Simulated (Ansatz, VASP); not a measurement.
This is a calculation of SnO for VASP 6.6.1.

INCAR

```
SYSTEM = SnO
ALGO = Normal
EDIFF = 1E-7
ENCUT = 520
GGA = PE
ISIF = 2
ISMEAR = -1
LASPH = .True.
LCHARG = .False.
LREAL = .False.
LWAVE = .False.
NBANDS = 17
NELM = 100
PREC = Accurate
SIGMA = 0.05
```

Contents of KPOINTS:

```
k-points
0
Gamma
  9 9 9
  0 0 0
```

POSCAR

```
SnO
1.0
    3.1319300000      0.0000000000      0.0000000000
    0.0000000000      3.1319300000      0.0000000000
    0.0000000000      0.0000000000      3.1319300000
Sn O
1 1
Direct
    0.0000000000      0.0000000000      0.0000000000
    0.5000000000      0.5000000000      0.5000000000
```

Potentials or basis: VASP PAW PBE potentials, release 64 (Sn_d, O).

The run is started by

```sh
$ cat potpaw_PBE.64/Sn_d/POTCAR potpaw_PBE.64/O/POTCAR > POTCAR
$ mpirun -np 1 vasp_std > vasp.out
```

Task: Translate it to Ansatz 0.2.0. Potentials there: Ansatz PAW.

Result: As run (the cutoff follows the program's own potentials):

File input.yaml:

```yaml
crystal:
  lattice:
    - [3.13193, 0.0, 0.0]
    - [0.0, 3.13193, 0.0]
    - [0.0, 0.0, 3.13193]
  atoms:
    - { symbol: Sn, position: [0.0, 0.0, 0.0] }
    - { symbol: O, position: [0.5, 0.5, 0.5] }
hamiltonian:
  xc: pbe
  pseudopotentials: { kind: paw }
kpoints:
  mp_grid: { grid: [9, 9, 9] }
scf:
  occupations: { method: fermi_dirac, width: 0.05 }
output:
  forces: true
  stress: true
  eigenvalues: true
```

Potentials or basis: Ansatz PAW.

Run with:

```sh
$ ansatz run input.yaml --threads 1 --pin off --max-ram 3584MiB --backend cpu --events-out ev --progress --plain --runs-dir out
```

Both were run:

|  | VASP | Ansatz | Ansatz less VASP |
| --- | --- | --- | --- |
| gap on the k mesh at the Fermi level (eV) | 0.47 | 0.48 | +0.005 |
| least direct gap on the mesh (eV) | 0.92 | 0.92 | +0.001 |
| pressure (GPa) | 0.0 | 0.0 | +0.01 |

The functional is the same, so the differences come from potentials, cutoffs and numerics.

Caveats: spin-orbit coupling is left out, which moves the levels of the heavy elements; an odd mesh through Γ misses points on the zone boundary, where band edges often lie (VASP); odd divisions of the mesh miss points on the zone boundary, where band edges often lie, so the gap on the mesh can be too wide (Ansatz); the pressure holds a Pulay correction of +0.5 GPa for the finite cutoff (Ansatz).
